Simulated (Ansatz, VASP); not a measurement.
# ZnSe (Stilleite): VASP beside Ansatz, part 2 of 2

Aim: how closely do two programs agree when they are given the same cell, functional and k mesh? The cell is taken from a series of VASP runs on this material, whose earlier steps may have relaxed, scaled or displaced it; both programs get it as it stands.

VASP 6.6.1 and Ansatz 0.2.0.

So far. Step 2 (VASP: band structure, PBE): The run ends at a pressure of 2.14 GPa.

## (5) VASP: band structure, r2SCAN, spin-orbit coupling

Level of this step: r2SCAN, spin-orbit coupling; plane waves and PAW (Se, Zn) (VASP).

The same path points are solved in both programs, so levels can be compared one by one.

INCAR

```
SYSTEM = ZnSe
PREC = Accurate
ENCUT = 350
EDIFF = 1E-06
NELM = 100
ISMEAR = 0
SIGMA = 0.03
LREAL = .FALSE.
ALGO = Normal
METAGGA = R2SCAN
LASPH = .TRUE.
LNONCOLLINEAR = .TRUE.
MAGMOM = 0 0 0 0 0 0
NBANDS = 30
GGA_COMPAT = .FALSE.
LSORBIT = .TRUE.
LORBIT = 11
LWAVE = .FALSE.
LCHARG = .FALSE.
KPAR = 4
```

POSCAR

```
ZnSe
1.0
    0.0000000000      2.8338000000      2.8338000000
    2.8338000000      0.0000000000      2.8338000000
    2.8338000000      2.8338000000      0.0000000000
Se Zn
1 1
Direct
    0.7500000000      0.7500000000      0.7500000000
    0.0000000000      0.0000000000      0.0000000000
```

KPOINTS

```
Automatic mesh
0
Gamma
6 6 6
0 0 0
```

KPOINTS_OPT

```
Line mode
10
Line-mode
Reciprocal
  0.00000000   0.00000000   0.00000000 GAMMA
  0.50000000   0.00000000   0.50000000 X

  0.50000000   0.00000000   0.50000000 X
  0.50000000   0.25000000   0.75000000 W

  0.50000000   0.25000000   0.75000000 W
  0.37500000   0.37500000   0.75000000 K

  0.37500000   0.37500000   0.75000000 K
  0.00000000   0.00000000   0.00000000 GAMMA

  0.00000000   0.00000000   0.00000000 GAMMA
  0.50000000   0.50000000   0.50000000 L

  0.50000000   0.50000000   0.50000000 L
  0.62500000   0.25000000   0.62500000 U

  0.62500000   0.25000000   0.62500000 U
  0.50000000   0.25000000   0.75000000 W

  0.50000000   0.25000000   0.75000000 W
  0.50000000   0.50000000   0.50000000 L

  0.50000000   0.50000000   0.50000000 L
  0.37500000   0.37500000   0.75000000 K

  0.62500000   0.25000000   0.62500000 U
  0.50000000   0.00000000   0.50000000 X
```

PAW data sets: Se and Zn (PBE family, release 64).

On the command line:

```bash
$ mpirun -np 4 vasp_ncl
```

Numbers of over 12 decimals in the logs are rounded to 6 here.

Output:

```text
[banner, memory and clock lines left out]
running    4 mpi-ranks, on    1 nodes
[...]
|                                                                             |
|               ----> ADVICE to this user running VASP <----                  |
|                                                                             |
|     You enforced a specific xc type in the INCAR file but a different       |
|     [... a line on the potential file left out ...]
|     I HOPE YOU KNOW WHAT YOU ARE DOING!                                     |
|                                                                             |

 LDA part: xc-table for (None), standard interpolation
 POSCAR, INCAR and KPOINTS ok, starting setup
[...]
entering main loop
       N       E                     dE             d eps       ncg     rms          rms(c)
DAV:   1     0.855442075623E+02    0.85544E+02   -0.66844E+03  1320   0.107E+03
DAV:   2    -0.173658420342E+02   -0.10291E+03   -0.96500E+02  1346   0.267E+02
[...]
DAV:  15    -0.249135156716E+02    0.12715E-05   -0.81743E-07   868   0.184E-02    0.979E-04
DAV:  16    -0.249135153850E+02    0.28663E-06   -0.95533E-08   762   0.269E-03
   1 F= -.24913515E+02 E0= -.24913515E+02  d E =-.295021E-26  mag=    -0.0000     0.0000    -0.0000
 Start KPOINTS_OPT (optional k-point list driver)
k-point batch [1-22\100]
       N       E                     dE             ncg
DAV:   1     0.655854293605E+03   -0.78586E+04     1328
DAV:   2    -0.157483883308E+04   -0.22307E+04     1334
DAV:   3    -0.178916641904E+04   -0.21433E+03     1570
DAV:   4    -0.179235417361E+04   -0.31878E+01     1552
DAV:   5    -0.179236713134E+04   -0.12958E-01     1534
DAV:   6    -0.179236723229E+04   -0.10094E-03     1552
DAV:   7    -0.179236723336E+04   -0.10750E-05     1276
DAV:   8    -0.179236723343E+04   -0.70587E-07     1206
[...]
k-point batch [89-100\100]
       N       E                     dE             ncg
DAV:   1     0.487183501479E+04   -0.59373E+04      720
DAV:   2     0.363620393339E+04   -0.12356E+04      720
DAV:   3     0.351724619409E+04   -0.11896E+03      886
DAV:   4     0.351547697157E+04   -0.17692E+01      836
DAV:   5     0.351547013172E+04   -0.68399E-02      846
DAV:   6     0.351547008254E+04   -0.49175E-04      856
DAV:   7     0.351547008208E+04   -0.46162E-06      690
```

Parts of OUTCAR (step 5):

```text
  Total       -0.0538815     -0.0538815     -0.0538815      0.0000000     -0.0000000      0.0000000
  in kB       -1.8967610     -1.8967610     -1.8967610      0.0000000     -0.0000000      0.0000000
  external PRESSURE =      -1.8967610 kB  Pullay stress =       0.0000000 kB

 POSITION                                       TOTAL-FORCE (eV/Angst)
 -----------------------------------------------------------------------------------
      4.25070      4.25070      4.25070         0.000000      0.000000      0.000000
      0.00000      0.00000      0.00000        -0.000000     -0.000000     -0.000000
 -----------------------------------------------------------------------------------
    total drift:                               -0.000001     -0.000001     -0.000001

  FREE ENERGIE OF THE ION-ELECTRON SYSTEM (eV)
  ---------------------------------------------------
  free  energy   TOTEN  =       -24.9135153850 eV

  energy  without entropy=      -24.9135153850  energy(sigma->0) =      -24.91351538

 magnetization (x)
# of ion       s       p       d       tot
------------------------------------------
    1       -0.000   0.000   0.000   0.000
    2       -0.000  -0.000   0.000  -0.000
--------------------------------------------------
tot         -0.000  -0.000   0.000  -0.000

 magnetization (y)
# of ion       s       p       d       tot
------------------------------------------
    1        0.000   0.000   0.000   0.000
    2        0.000   0.000   0.000   0.000
--------------------------------------------------
tot          0.000   0.000   0.000   0.000

 magnetization (z)
# of ion       s       p       d       tot
------------------------------------------
    1       -0.000   0.000   0.000  -0.000
    2       -0.000  -0.000  -0.000  -0.000
--------------------------------------------------
tot         -0.000  -0.000  -0.000  -0.000

[... 1 part as in an earlier step ...]

[... 2 further parts left out ...]
[key lines of the parts left out:]
E-fermi :   1.6434
```

The run ends at a pressure of -0.19 GPa.

## (6) Ansatz: band structure, r2SCAN, spin-orbit coupling

The same cell, functional, mesh and smearing now go to Ansatz, which takes its cutoff from its data sets.

The cell is taken from a series of VASP runs on this material, whose earlier steps may have relaxed, scaled or displaced it; both programs get it as it stands.

input.yaml

```yaml
crystal:
  lattice:
    - [0.0, 2.8338, 2.8338]
    - [2.8338, 0.0, 2.8338]
    - [2.8338, 2.8338, 0.0]
  atoms:
    - { symbol: Se, position: [0.75, 0.75, 0.75] }
    - { symbol: Zn, position: [0.0, 0.0, 0.0] }
hamiltonian:
  xc: r2scan
  pseudopotentials: { kind: paw_fr }
magnetization:
  noncollinear: true
  spin_orbit: true
kpoints:
  mp_grid: { grid: [6, 6, 6] }
  band_path:
    path:
      - [0.0, 0.0, 0.0]
      - [0.16667, 0.0, 0.16667]
      - [0.33333, 0.0, 0.33333]
      - [0.5, 0.0, 0.5]
      - [0.5, 0.08333, 0.58333]
      - [0.5, 0.19444, 0.69444]
      - [0.5, 0.25, 0.75]
      - [0.45833, 0.29167, 0.75]
      - [0.40278, 0.34722, 0.75]
      - [0.375, 0.375, 0.75]
      - [0.20833, 0.20833, 0.41667]
      - [0.08333, 0.08333, 0.16667]
      - [0.0, 0.0, 0.0]
      - [0.22222, 0.22222, 0.22222]
      - [0.38889, 0.38889, 0.38889]
      - [0.51389, 0.47222, 0.51389]
      - [0.55556, 0.38889, 0.55556]
      - [0.61111, 0.27778, 0.61111]
      - [0.61111, 0.25, 0.63889]
      - [0.56944, 0.25, 0.68056]
      - [0.51389, 0.25, 0.73611]
      - [0.5, 0.27778, 0.72222]
      - [0.5, 0.38889, 0.61111]
      - [0.5, 0.47222, 0.52778]
      - [0.48611, 0.48611, 0.52778]
      - [0.43056, 0.43056, 0.63889]
      - [0.38889, 0.38889, 0.72222]
      - [0.59722, 0.19444, 0.59722]
      - [0.55556, 0.11111, 0.55556]
      - [0.5, 0.0, 0.5]
    npoints: 1
scf:
  occupations: { method: gaussian, width: 0.03 }
  n_extra_bands: 14
output:
  forces: true
  stress: true
  eigenvalues: true
  write_density: true
  write_potential: true
  elf: true
  volumetric_format: npy
```

On the command line:

```bash
$ ansatz run input.yaml --threads 2 --pin off --max-ram 4608MiB --backend cpu --events-out ev --progress --plain --runs-dir out
```

Output:

```text
[...]
non-collinear run that drives no moment, with spin-orbit: no starting moment large enough to seed its density (crystal.atoms[].spin), no starting occupations that ask for one, no magnetisation constraint and no magnetic field, so the semilocal B_xc is pinned to zero
Crystal: 2 atoms, lattice volume = 45.513 Å³
[...]
k-point 1: bands = [... 24 lower, 6.0998, 6.0998, 6.3254, 6.3375, 9.5383, 9.5383, 12.8413, 12.8413, ... 10 higher]
  k-point 2: bands = [... 24 lower, 5.6627, 5.6627, 5.8833, 5.8952, 9.6656, 9.6656, 13.4151, 13.4151, ... 10 higher]
  k-point 15: bands = [... 24 lower, 3.6829, 3.8197, 3.9061, 3.9105, 11.2970, 11.3182, 11.6961, 11.7917, ... 10 higher]
[key lines of the parts left out:]
SCF converged after 8 iterations
Magnetization: |M| = 0.0000 μB,  M = (+0.0000, +0.0000, +0.0000) μB
Free energy (F): -8799.979092 eV
Fermi energy:    7.462079 eV
P = ⅓ Tr σ = -0.0527 GPa (-0.527 kbar)
```

Run time: 32 s. Hardware: 2 threads of Arm Neoverse N1, shared host; peak memory 0.61 GiB.

## (7) Comparison

What differs besides the data sets and the points named for the pairs above, as far as they apply: spin-orbit coupling enters by fully relativistic files in Ansatz and inside the spheres in VASP; VASP keeps PBE cores, Ansatz makes them for the functional; the data sets hold 28 valence electrons in Ansatz (fully relativistic PAW (standard-fr) files) and 18 in VASP; the cutoff is 500 eV in Ansatz and 350 eV in VASP. Total energies have different zeros and are not compared.

Both answers:

```
                     quantity  Ansatz   VASP  difference
               pressure (GPa)   -0.05  -0.19       +0.14
gap over the path points (eV)   1.741  1.738      +0.003
```

Levels at points of the path, from each program's valence-band top (eV; 8 filled, then empty):

```
k (reciprocal lattice)                                                                           Ansatz                                                                             VASP
     0.000 0.000 0.000        -6.36 -6.36 -0.37 -0.37 0.00 0.00 0.00 0.00 1.74 1.74 6.10 6.10 6.24 6.24        -6.34 -6.34 -0.37 -0.37 0.00 0.00 0.00 0.00 1.74 1.74 6.09 6.09 6.23 6.23
     0.167 0.000 0.167    -6.34 -6.34 -1.92 -1.92 -0.91 -0.91 -0.72 -0.72 3.66 3.66 5.02 5.02 7.33 7.33    -6.32 -6.32 -1.92 -1.92 -0.91 -0.91 -0.72 -0.72 3.66 3.66 5.01 5.01 7.32 7.32
     0.333 0.000 0.333    -6.28 -6.28 -3.89 -3.89 -1.98 -1.98 -1.81 -1.81 3.70 3.70 4.23 4.23 9.43 9.43    -6.26 -6.26 -3.89 -3.89 -1.98 -1.98 -1.81 -1.81 3.69 3.69 4.22 4.22 9.43 9.43
     0.500 0.000 0.500  -6.14 -6.14 -4.91 -4.91 -2.44 -2.44 -2.27 -2.27 3.21 3.21 3.75 3.75 11.33 11.33  -6.12 -6.12 -4.91 -4.91 -2.44 -2.44 -2.27 -2.27 3.21 3.21 3.74 3.74 11.34 11.34
     0.500 0.083 0.583  -6.14 -6.11 -4.92 -4.87 -2.61 -2.55 -2.42 -2.41 3.63 3.64 4.13 4.18 10.46 10.56  -6.12 -6.09 -4.92 -4.87 -2.61 -2.55 -2.42 -2.41 3.62 3.64 4.12 4.17 10.46 10.55
     0.500 0.194 0.694    -6.11 -6.03 -4.90 -4.79 -2.98 -2.83 -2.75 -2.74 5.13 5.15 5.47 5.58 8.14 8.19    -6.09 -6.01 -4.91 -4.80 -2.98 -2.83 -2.76 -2.75 5.13 5.15 5.46 5.58 8.14 8.19
     0.500 0.250 0.750    -6.10 -6.02 -4.90 -4.78 -3.05 -2.88 -2.81 -2.80 5.67 5.71 5.91 6.03 7.43 7.50    -6.08 -6.00 -4.90 -4.78 -3.05 -2.88 -2.82 -2.80 5.67 5.71 5.90 6.03 7.43 7.50
     0.458 0.292 0.750    -6.11 -6.03 -4.90 -4.79 -3.17 -3.04 -2.56 -2.51 5.05 5.10 5.90 6.02 7.87 7.92    -6.09 -6.01 -4.91 -4.79 -3.17 -3.04 -2.56 -2.51 5.05 5.10 5.90 6.02 7.87 7.92
     0.403 0.347 0.750    -6.12 -6.05 -4.93 -4.81 -3.31 -3.20 -2.05 -2.03 4.02 4.04 5.88 5.98 9.11 9.18    -6.10 -6.03 -4.93 -4.81 -3.31 -3.20 -2.05 -2.03 4.01 4.03 5.88 5.98 9.10 9.17
     0.375 0.375 0.750    -6.12 -6.05 -4.93 -4.82 -3.33 -3.22 -1.95 -1.95 3.87 3.87 5.88 5.98 9.51 9.51    -6.10 -6.04 -4.94 -4.82 -3.33 -3.22 -1.95 -1.95 3.86 3.86 5.88 5.97 9.50 9.51
```

Among the levels compared at these points, filled levels agree within 23 meV and empty ones within 10 meV.

## (8) VASP: dielectric response, LDA

The response to a field tests empty states and converges slowly with the mesh.

INCAR

```
SYSTEM = ZnSe
PREC = Accurate
ENCUT = 350
EDIFF = 1E-08
NELM = 100
ISMEAR = 0
SIGMA = 0.01
LREAL = .FALSE.
ALGO = Normal
GGA = CA
NBANDS = 15
LORBIT = 11
LWAVE = .FALSE.
LCHARG = .FALSE.
KPAR = 4
LEPSILON = .TRUE.
LPEAD = .TRUE.
```

POSCAR is that of step 5.

KPOINTS

```
Automatic mesh
0
Gamma
12 12 12
0 0 0
```

Potentials, in the order of the species: Se and Zn (LDA family, release 64).

On the command line:

```bash
$ mpirun -np 4 vasp_std
```

Output:

```text
[banner, memory and clock lines left out]
running    4 mpi-ranks, on    1 nodes
[...]
LDA part: xc-table for (Slater(with rela. corr.)+CA(PZ))
 , standard interpolation
 POSCAR, INCAR and KPOINTS ok, starting setup
[...]
entering main loop
       N       E                     dE             d eps       ncg     rms          rms(c)
DAV:   1     0.718482046809E+02    0.71848E+02   -0.70895E+03  2168   0.104E+03
DAV:   2    -0.349209216491E+01   -0.75340E+02   -0.71670E+02  2454   0.217E+02
DAV:   3    -0.762503775309E+01   -0.41329E+01   -0.41210E+01  2580   0.539E+01
DAV:   4    -0.765561052605E+01   -0.30573E-01   -0.30570E-01  2629   0.502E+00
[...]
DAV:  11    -0.735034847654E+01    0.31130E-05   -0.86078E-06  3287   0.500E-02    0.378E-03
DAV:  12    -0.735034857002E+01   -0.93478E-07   -0.15899E-06  2503   0.884E-03    0.159E-03
DAV:  13    -0.735034857283E+01   -0.28183E-08   -0.49991E-08  2573   0.243E-03
   1 F= -.73503486E+01 E0= -.73503486E+01  d E =-.137465E-20
[...]
RMM:  10    -0.875038855668E+00   -0.10146E-05    0.59336E-07 13283   0.208E-04    0.444E-05
RMM:  11    -0.875038850979E+00    0.46886E-08   -0.27335E-07 10911   0.905E-05    0.683E-06
 change of polarisation eV/A/(eV/A) component  2 :     0.318     1.655     0.181
 dielectric tensor                  component  2 :     1.264     7.578     0.719
 Linear response to external field, progress :
  Direction:   3
       N       E                     dE             d eps       ncg     rms          rms(c)
RMM:   1    -0.821224590115E+00   -0.82122E+00   -0.34492E+00  6763   0.357E+00
RMM:   2    -0.893523336486E+00   -0.72299E-01   -0.15768E-02  7529   0.693E-01    0.143E+00
RMM:   3    -0.851761549186E+00    0.41762E-01   -0.28970E-02 14813   0.863E-01    0.759E-01
RMM:   4    -0.865444276679E+00   -0.13683E-01   -0.27353E-02 17770   0.865E-01    0.144E-01
[...]
RMM:   9    -0.875038547929E+00   -0.81841E-06   -0.75194E-08 14731   0.737E-04    0.665E-05
RMM:  10    -0.875038706833E+00   -0.15890E-06   -0.68147E-09 13335   0.211E-04    0.442E-05
RMM:  11    -0.875038169155E+00    0.53768E-06    0.12174E-08 10935   0.917E-05    0.731E-06
 change of polarisation eV/A/(eV/A) component  3 :     0.262     0.317     1.655
 dielectric tensor                  component  3 :     1.042     1.262     7.578
 Born effective charges drift removed
```

From OUTCAR (step 8):

```text
  Total       -0.9458498     -0.9458498     -0.9458498      0.0000000     -0.0000000      0.0000000
  in kB      -33.2962374    -33.2962374    -33.2962374      0.0000000     -0.0000000      0.0000000
  external PRESSURE =     -33.2962374 kB  Pullay stress =       0.0000000 kB

 POSITION                                       TOTAL-FORCE (eV/Angst)
 -----------------------------------------------------------------------------------
      4.25070      4.25070      4.25070        -0.000000     -0.000000     -0.000000
      0.00000      0.00000      0.00000         0.000000      0.000000      0.000000
 -----------------------------------------------------------------------------------
    total drift:                                0.000003      0.000003      0.000002

 MACROSCOPIC STATIC DIELECTRIC TENSOR (including local field effects in DFT)
 ------------------------------------------------------
           7.578229     0.000000     0.000000
           0.000000     7.578229     0.000000
          -0.000000    -0.000000     7.578229
 ------------------------------------------------------

[... 1 part as in an earlier step ...]

[... 1 further part left out ...]
```

Energies printed during the response cycles are not total energies of the cell. The dielectric response converges more slowly with the mesh than energies do, so tensor and charges may still move on a finer one.

## (9) Ansatz: dielectric response, LDA

The same cell, functional (in two slightly different forms) and mesh now go to Ansatz, which takes its cutoff from its data sets.

The cell is taken from a series of VASP runs on this material, whose earlier steps may have relaxed, scaled or displaced it; both programs get it as it stands.

input.yaml

```yaml
crystal:
  lattice:
    - [0.0, 2.8338, 2.8338]
    - [2.8338, 0.0, 2.8338]
    - [2.8338, 2.8338, 0.0]
  atoms:
    - { symbol: Se, position: [0.75, 0.75, 0.75] }
    - { symbol: Zn, position: [0.0, 0.0, 0.0] }
hamiltonian:
  xc: lda
  pseudopotentials: { kind: paw }
kpoints:
  mp_grid: { grid: [12, 12, 12] }
scf:
  occupations: { method: fixed }
dielectric:
  method: response
```

On the command line:

```bash
$ ansatz run input.yaml --threads 2 --pin off --max-ram 4608MiB --backend cpu --events-out ev --progress --plain --runs-dir out
```

Output:

```text
[...]
Crystal: 2 atoms, lattice volume = 45.513 Å³
Basis set: ecut = 420 eV, 893 PW (Γ), exchange–correlation on 54×54×54 points (8 copies of the dense FFT grid, shifted against one another)
Bands: 18, of which v1, the nominal top of the filled ones, is band 14 counted from 1 (13 counted from 0)
Symmetry: 24 space group operations
k-points: 280 of 1728 (irreducible under 4 space group operations, time reversal used)
[...]
site 0:
        -2.05775   -0.00000   -0.00000
        -0.00000   -2.05775   -0.00000
         0.00000   -0.00000   -2.05775
    site 1:
         2.05775    0.00000    0.00000
         0.00000    2.05775    0.00000
        -0.00000    0.00000    2.05775
  Z* charge neutrality: 4.239e-4 e pre-enforcement
  solved inside a basis spanned on kpoints, on 14×14×14 k-points transformed towards the longest dipole: ε∞ is read to err by 2.1e-2, Z* by 1.7e-2 e (field_mesh: kpoints solves on kpoints); Z* is corrected for what the basis lacks
[key lines of the parts left out:]
SCF converged after 8 iterations
Free energy (F): -8630.824834 eV
Fermi energy:    6.452935 eV
```

The job ended after 2.5 min (2 threads; peak memory 1.3 GiB).

## (10) Differences

What differs besides the data sets and the points named for the pairs above, as far as they apply: the two LDA forms differ slightly; VASP's response is taken on the typed mesh, Ansatz refines its own for the field response alone; VASP's log shows a relativistic correction to its local exchange, Ansatz's none. Total energies have different zeros and are not compared.

Both answers:

```
                                     quantity  Ansatz   VASP  difference
                                        ε∞ xx    7.71   7.58     +1.77 %
                                        ε∞ yy    7.71   7.58     +1.77 %
                                        ε∞ zz    7.71   7.58     +1.77 %
Born charge of Se1 (mean of the diagonal) (e)   -2.06  -2.05       -0.01
Born charge of Zn2 (mean of the diagonal) (e)    2.06   2.05       +0.01
```

## (11) Summary of results

```yaml
difference_in_gap_over_the_path_points_band_structure_pbe: 0.0012 eV
difference_in_gap_over_the_path_points_band_structure_r2scan_spin_orbit_coupling: 0.0032 eV
difference_in_eps_infinity_xx_dielectric_response_lda: 1.8 %
```

In words: The difference in ε∞ xx is 1.8 % (dielectric response, LDA), within the 5 % picked in this series as the mark of a large difference. 2 further runs of this series are not shown here. Such differences can come from data sets, numerical settings and the points named under the comparisons, not from the functional's error against experiment.

[Lines on the potential files, build, host, timing and source positions are cut from VASP's logs without a mark.]

[Logs are printed without paths, hosts, clocks, repeated set-up lines and the standing remarks that a program may print on its own settings, such as how far it seeks lower states.]

[Hosts, paths, dates, database ids (printed as entryN), source tags and the programs' standing remarks are cut or masked in the printed files.]
